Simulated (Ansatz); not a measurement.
# GaN (F-43m) in Ansatz: settings compared

The runs below take GaN through Born charges and dielectric tensor, band structure, with r2SCAN, BPBE.

Program: Ansatz 0.2.0. These are calculated values, not measurements. Logs are shortened: lines on timing, memory, paths and dates and some standing lists are left out, and cuts for length are marked.

**Measured values to compare with.**

A printed reference work, textbook reports, for a bulk crystal of GaN at 0 K: band gap 3.299 eV (direct).

The results are compared with them further down.

### 1 Starting point

It takes space group F-43m (No. 216, cubic). Conventional cell: a = 4.507 Å, b = 4.507 Å, c = 4.507 Å, α = 90.00°, β = 90.00°, γ = 90.00°. Ga (site symmetry -43m) has 4 N at 1.95 Å as nearest neighbours. Around N (site symmetry -43m) lie 4 Ga at 1.95 Å.

The cell is a database's computed one.

### 2 Born charges and dielectric tensor, r2SCAN

The input, input.yaml:

```yaml
crystal:
  lattice:
    - [0.0, 2.2535006075, 2.2535006075]
    - [2.2535006075, 0.0, 2.2535006075]
    - [2.2535006075, 2.2535006075, 0.0]
  atoms:
    - { symbol: Ga, position: [0.0, 0.0, 0.0] }
    - { symbol: "N", position: [0.25, 0.25, 0.25] }
hamiltonian:
  xc: r2scan
  pseudopotentials: { kind: paw }
kpoints:
  mp_grid: { grid: [10, 10, 10] }
scf:
  occupations: { method: fixed }
output:
  eigenvalues: true
dielectric:
  method: response
```

Potentials or basis: Ansatz PAW.

On the command line:

```console
$ ansatz run input.yaml --threads 2 --pin off --max-ram 5120MiB --backend cpu --events-out ev --progress --plain --runs-dir out
```

Standard output:

```text
Warning: RAYON_NUM_THREADS=2 ignored (pool sized by the plan → 2); use --threads N
Engine: ansatz 0.2.0, aarch64-unknown-linux-gnu
Pseudopotentials: kind: paw
Pseudopotential: Ga, paw, valence charge 13, recommended cutoff 500 eV (meta_gga), Ga.paw.azcp
Pseudopotential: N, paw, valence charge 5, recommended cutoff 500 eV (meta_gga), N.paw.azcp
Functional definition: r2SCAN
  parameter k0 = 0.174
  parameter k1 = 0.065
  parameter a1 = 4.9479
  exchange = r2scan_x(k0 = k0, k1 = k1, a1 = a1)
  correlation = r2scan_c
Crystal: 2 atoms, lattice volume = 22.888 Å³
Basis set: ecut = 500 eV, 561 PW (Γ), exchange–correlation on 96×96×96 points (64 copies of the dense FFT grid, shifted against one another)
Bands: 13, of which v1, the nominal top of the filled ones, is band 9 counted from 1 (8 counted from 0)
Symmetry: 24 space group operations
k-points: 171 of 1000 (irreducible under 4 space group operations, time reversal used)
Non-local potential: Ga, projectors of the file, l = 0: 2, l = 1: 2, l = 2: 3, l = 3: 1
Non-local potential: N, projectors of the file, l = 0: 2, l = 1: 2, l = 2: 1
PAW form: soft (Blöchl's): semilocal exchange-correlation on the pseudo side does not see the compensation charge
PAW frozen core: Ga, regenerated for the run's functional (the file was generated under x = pbe(κ = 0.804, μ = 0.2195149727645171), c = pbe(β = 0.06672455060314922))
PAW frozen core: N, regenerated for the run's functional (the file was generated under x = pbe(κ = 0.804, μ = 0.2195149727645171), c = pbe(β = 0.06672455060314922))
PAW one-centre angular grid: Ga, 590 points (default); XC on 160 Gauss nodes
PAW one-centre angular grid: N, 302 points (default); XC on 160 Gauss nodes
Initial density: superposition of atomic densities (neutral atoms: chi_scale 0, normalization atom), corrected by the library's trained network
Initial wavefunctions: pseudopotential atomic-orbital guess
Functional: x = r2scan, c = r2scan; τ floored in thin density (d = 2e-4 eV/Å³)
SCF iter   1: F=—  HF=-4176.341392 eV  |F-HF|=—  |Δ(HF+E_count)|=         —  Δρ=1.24e-2  dr2=1.34e-2  dr2_τ=9.34e-2  ethr=1.77e-3  ⟨swp⟩=4.3  Hψ=10106  notcnv=0  defer=229
preconditioner: auto → none  [insulator: Δε(μ)=2.094 eV  Ē_g=19.878 eV  n_scr=8 (ndim 8)  ℏωp=32.9 eV  f_vac=0.001  ε∞_Penn≈3.7]
SCF iter   2: F=—  HF=-4176.372428 eV  |F-HF|=—  |Δ(HF+E_count)|=   3.10e-2  Δρ=4.54e-3  dr2=2.94e-3  dr2_τ=1.07e-4  ethr=7.42e-5  ⟨swp⟩=2.2  Hψ=5504  notcnv=0  defer=340
SCF iter   3: F=—  HF=-4176.372509 eV  |F-HF|=—  |Δ(HF+E_count)|=   8.11e-5  Δρ=3.15e-3  dr2=7.40e-4  dr2_τ=6.26e-5  ethr=1.63e-5  ⟨swp⟩=2.1  Hψ=3947  notcnv=0  defer=340
SCF iter   4: F=—  HF=-4176.372605 eV  |F-HF|=—  |Δ(HF+E_count)|=   9.58e-5  Δρ=7.59e-4  dr2=1.02e-4  dr2_τ=3.12e-5  ethr=4.11e-6  ⟨swp⟩=3.0  Hψ=4092  notcnv=0  defer=340
SCF iter   5: F=—  HF=-4176.372594 eV  |F-HF|=—  |Δ(HF+E_count)|=   1.02e-5  Δρ=1.44e-4  dr2=4.53e-6  dr2_τ=2.50e-7  ethr=5.69e-7  ⟨swp⟩=2.1  Hψ=2963  notcnv=0  defer=50
SCF iter   6: F=—  HF=-4176.372594 eV  |F-HF|=—  |Δ(HF+E_count)|=   5.31e-7  Δρ=9.86e-5  dr2=2.16e-6  dr2_τ=1.20e-7  ethr=2.52e-8  ⟨swp⟩=2.0  Hψ=3328  notcnv=0
SCF iter   7: F=—  HF=-4176.372593 eV  |F-HF|=—  |Δ(HF+E_count)|=   6.39e-7  Δρ=4.71e-5  dr2=4.97e-7  dr2_τ=5.19e-9  ethr=1.20e-8  ⟨swp⟩=1.0  Hψ=2223  notcnv=0
SCF iter   8: F=—  HF=-4176.372593 eV  |F-HF|=—  |Δ(HF+E_count)|=   9.06e-8  Δρ=9.88e-6  dr2=2.28e-8  dr2_τ=1.85e-10  ethr=2.76e-9  ⟨swp⟩=2.0  Hψ=2622  notcnv=0
SCF iter   9: F=—  HF=-4176.372593 eV  |F-HF|=—  |Δ(HF+E_count)|=   4.06e-9  Δρ=1.04e-6  dr2=2.56e-10  dr2_τ=1.92e-12  ethr=1.27e-10  ⟨swp⟩=2.1  Hψ=2740  notcnv=0
SCF iter  10: F=-4176.372593 eV  HF=-4176.372593 eV  |F-HF|=9.09e-13  |Δ(HF+E_count)|=  2.27e-11  Δρ=5.27e-8  dr2=5.78e-13  dr2_τ=7.62e-15  ethr=1.00e-12  ⟨swp⟩=3.8  Hψ=7307  notcnv=0
SCF 1 converged in 10 iterations: F = -4176.372593 eV  dr2 = 5.78e-13
NSCF: frozen V_eff on 2 k-points
DFPT response loops at Γ: preconditioner auto → none (the input reference at scf.mixing.eps_inf says where Resta's filter doesn't serve); β = 0.50; Broyden in place of MSR1
── the response to a field inside a basis, on 10×10×10 k-points: an SCF that follows is theirs, and a resumed run solves both again ──
Bands: 10, of which v1, the nominal top of the filled ones, is band 9 counted from 1 (8 counted from 0)
k-points: 110 of 1000 (irreducible under 6 space group operations, time reversal used)
Initial density: handed on by an earlier stage of this run
Initial wavefunctions: pseudopotential atomic-orbital guess (no wavefunctions were taken with the density)
Eigensolver: Dense (110 Hₖ)
SCF iter   1: F=—  HF=-4176.371491 eV  |F-HF|=—  |Δ(HF+E_count)|=         —  Δρ=8.60e-5  dr2=2.73e-7  dr2_τ=3.91e-7  ethr=1.00e-1
preconditioner: auto → none  [insulator: Δε(μ)=2.439 eV  Ē_g=16.087 eV  n_scr=8 (ndim 8)  ℏωp=32.9 eV  f_vac=0.001  ε∞_Penn≈5.2]
SCF iter   2: F=—  HF=-4176.371491 eV  |F-HF|=—  |Δ(HF+E_count)|=   4.95e-7  Δρ=4.71e-5  dr2=1.02e-7  dr2_τ=4.72e-8  ethr=1.51e-9
SCF iter   3: F=-4176.371491 eV  HF=-4176.371491 eV  |F-HF|=5.89e-8  |Δ(HF+E_count)|=   7.83e-8  Δρ=2.20e-5  dr2=1.88e-8  dr2_τ=6.34e-9  ethr=5.69e-10
SCF 1 converged in 3 iterations: F = -4176.371491 eV  dr2 = 1.88e-8
DFPT response loops at Γ: mixed as the last ones told, above
SCF converged after 10 iterations
Free energy (F): -4176.372593 eV
Harris-Foulkes:  -4176.372593 eV  (|F-HF|=9.09e-13)
Internal energy: -4176.372593 eV  (E = F + TS)
E sigma→0 (E₀):  -4176.372593 eV
Fermi energy:    9.374090 eV
--- Per-component energies (eV) ---
  E_band       = -16.512680
  E_kinetic    = 246.820603
  E_local      = -1953.233252  (includes V_loc(G=0)·N_el)
  E_nonlocal   = 476.354062
  E_hartree    = 900.711129
  E_xc         = -121.675098
  E_vxc        = -143.506794  (∫ρ·V_xc dr)
  E_paw        = -2137.232425  (= ΣΔE_a)
  E_vpaw       = -452.216805  (= ΣTr[D̂ρ^β])
  E_aug_tail   = -0.000024  (compensation charges beyond the density's cutoff)
  E_vtau       = 7.847286  (kinetic-family band-sum trace: ∫τ·v_τ [+ j·A + Jᵃ·Aᵃ] dr)
  E_ewald      = -1587.434954
  E_core_change = -0.682634  (= ΣΔE_core)
  E_smearing   = -0.000000  (= −TS)
  E_closure    = 0.000000  (closes the sum)
  Σ components = -4176.372593   (vs F -4176.372593, Δ=0.00e0)
--- Band table (eV; the first three rows and the last of 171) ---
  k-point 0: bands = ["-7.3546", "-4.5171", "-4.5171", "-4.5171", "-4.1751", "-4.1751", "9.3741", "9.3741", "9.3741", "11.5016", "20.3967", "20.3967", "20.3967"]
  k-point 1: bands = ["-7.2456", "-4.5031", "-4.5031", "-4.4758", "-4.1763", "-4.1763", "8.2807", "9.2648", "9.2648", "12.3555", "19.8972", "20.5664", "20.5664"]
  k-point 2: bands = ["-6.9681", "-4.4702", "-4.4702", "-4.3106", "-4.1750", "-4.1750", "6.4153", "8.9955", "8.9955", "13.4957", "19.1136", "20.8287", "20.8287"]
  k-point 170: bands = ["-6.2204", "-4.3655", "-4.3197", "-4.1871", "-4.1597", "-2.4460", "3.5104", "5.3190", "6.3992", "16.2117", "18.1441", "20.0678", "21.8592"]
--- Dielectric response (ions clamped): 3 representative field directions + reference, inside a basis on a mesh of 1000 k-points (Σ response iterations 15) ---
  ε∞ (high-frequency dielectric tensor):
        5.534684     0.000000     0.000000
        0.000000     5.534684     0.000000
        0.000000     0.000000     5.534684
  Born effective charges Z* (e; rows j = field, columns β = displacement):
    site 0:
         2.67686    0.00000    0.00000
         0.00000    2.67686    0.00000
         0.00000    0.00000    2.67686
    site 1:
        -2.67686   -0.00000   -0.00000
        -0.00000   -2.67686   -0.00000
        -0.00000   -0.00000   -2.67686
  Z* charge neutrality: 1.633e-4 e pre-enforcement
  solved inside a basis spanned on kpoints, on 10×10×10 k-points, its susceptibility summed on 14×14×14: ε∞ is read to err by 1.5e-2, Z* by 1.3e-2 e (field_mesh: kpoints solves on kpoints); Z* is corrected for what the basis lacks
```

Wall time 36 s (2 threads of Arm Neoverse V2, shared host); peak memory 0.67 GiB.

What came out:

| Item | Value |
| --- | --- |
| Free energy | -4176.3726 eV |
| Band gap on the k mesh | 2.13 eV, direct |
| Electronic dielectric tensor (diagonal) | 5.53 |
| Born charges (mean of the diagonal) | Ga +2.68; N -2.68 e |

Levels at points of the mesh, in eV from the valence-band top:
```csv
k point,band 7,band 8,band 9,band 10,band 11,band 12
"(0.00, 0.00, 0.00)",0.00,0.00,0.00,2.13,11.02,11.02
"(0.00, 0.00, -0.50)",-7.15,-1.00,-1.00,5.18,9.45,11.00
"(0.00, -0.50, -0.50)",-6.21,-2.78,-2.78,3.77,7.26,12.59
"(-0.50, 0.00, 0.00)",-7.15,-1.00,-1.00,5.18,9.45,11.00
"(-0.50, 0.00, -0.50)",-6.21,-2.78,-2.78,3.77,7.26,12.59
```

Electronic dielectric tensor:
```
5.53 0.00 0.00
0.00 5.53 0.00
0.00 0.00 5.53
```

Born effective charge tensors (e):
atom 1, Ga
```
2.68 0.00 0.00
0.00 2.68 0.00
0.00 0.00 2.68
```
atom 2, N
```
-2.68  0.00  0.00
 0.00 -2.68  0.00
 0.00  0.00 -2.68
```

Caveat: the PAW data sets come from PBE, with cores solved anew for the run's functional, which leaves a small shift of forces and pressure.

### 3 Band structure, BPBE

The input, input.yaml:

```yaml
crystal:
  lattice:
    - [0.0, 2.2535006075, 2.2535006075]
    - [2.2535006075, 0.0, 2.2535006075]
    - [2.2535006075, 2.2535006075, 0.0]
  atoms:
    - { symbol: Ga, position: [0.0, 0.0, 0.0] }
    - { symbol: "N", position: [0.25, 0.25, 0.25] }
hamiltonian:
  xc: { exchange: b88, correlation: pbe }
  pseudopotentials: { kind: paw }
kpoints:
  mp_grid: { grid: [10, 10, 10] }
  band_path:
    path:
      - [[0.0, 0.0, 0.0], [0.5, 0.0, 0.5], [0.5, 0.25, 0.75], [0.375, 0.375, 0.75], [0.0, 0.0, 0.0], [0.5, 0.5, 0.5], [0.625, 0.25, 0.625], [0.5, 0.25, 0.75], [0.5, 0.5, 0.5], [0.375, 0.375, 0.75]]
      - [[0.625, 0.25, 0.625], [0.5, 0.0, 0.5]]
    npoints: 14
scf:
  occupations: { method: fermi_dirac, width: 0.05 }
  n_extra_bands: 6
output:
  forces: true
  stress: true
  eigenvalues: true
  fatbands: true
```

Potentials or basis: Ansatz PAW.

On the command line:

```console
$ ansatz run input.yaml --threads 2 --pin off --max-ram 5120MiB --backend cpu --events-out ev --progress --plain --runs-dir out
```

Run time: 2.2 s. Hardware: 2 threads of Arm Neoverse V2, shared host; peak memory 0.28 GiB.

The run converged. Its results:

```yaml
Free_energy: -4178.5130 eV
Pressure: 4.6 GPa
Band_gap_on_the_k_mesh: 1.71 eV, direct
Band_gap_along_the_path: 1.71 eV, direct
```

Levels at the corners of the path, in eV from the valence-band top:
```csv
point,band 6,band 7,band 8,band 9,band 10,band 11,band 12,band 13
Γ,-13.20,0.00,0.00,0.00,1.71,10.31,10.31,10.31
X,-11.50,-6.12,-2.70,-2.70,3.36,6.66,11.69,13.94
W,-11.22,-5.69,-3.69,-3.63,6.22,8.38,10.26,11.11
K,-11.34,-5.86,-4.25,-2.17,5.00,7.85,11.06,12.82
Γ,-13.20,0.00,0.00,0.00,1.71,10.31,10.31,10.31
L,-11.93,-7.03,-0.97,-0.97,4.63,8.72,10.36,10.36
U,-11.34,-5.86,-4.25,-2.17,5.00,7.85,11.06,12.82
W,-11.22,-5.69,-3.69,-3.63,6.22,8.38,10.26,11.11
L,-11.93,-7.03,-0.97,-0.97,4.63,8.72,10.36,10.36
K,-11.34,-5.86,-4.25,-2.17,5.00,7.85,11.06,12.82
U,-11.34,-5.86,-4.25,-2.17,5.00,7.85,11.06,12.82
X,-11.50,-6.12,-2.70,-2.70,3.36,6.66,11.69,13.94
```

Caveat: the pressure holds a Pulay correction of +0.5 GPa for the finite cutoff; the PAW data sets come from PBE, with cores solved anew for the run's functional, which leaves a small shift of forces and pressure.

### 4 How close it comes

Step 2. Measured gap of GaN: 3.299 eV (direct; 0 K; a printed reference work, textbook). This calculation gives 2.13 eV (-1.17 eV). Spin-orbit coupling on Ga is left out. The value is that of r2SCAN, without temperature or zero-point motion. The cell is a database's relaxed one, not the measured one, which moves gaps too.

Step 3. Measured gap of GaN: 3.299 eV (direct; 0 K; a printed reference work, textbook). This calculation gives 1.71 eV (-1.59 eV). Spin-orbit coupling on Ga is left out. The value is that of BPBE, without temperature or zero-point motion. The cell is a database's relaxed one, not the measured one, which moves gaps too.
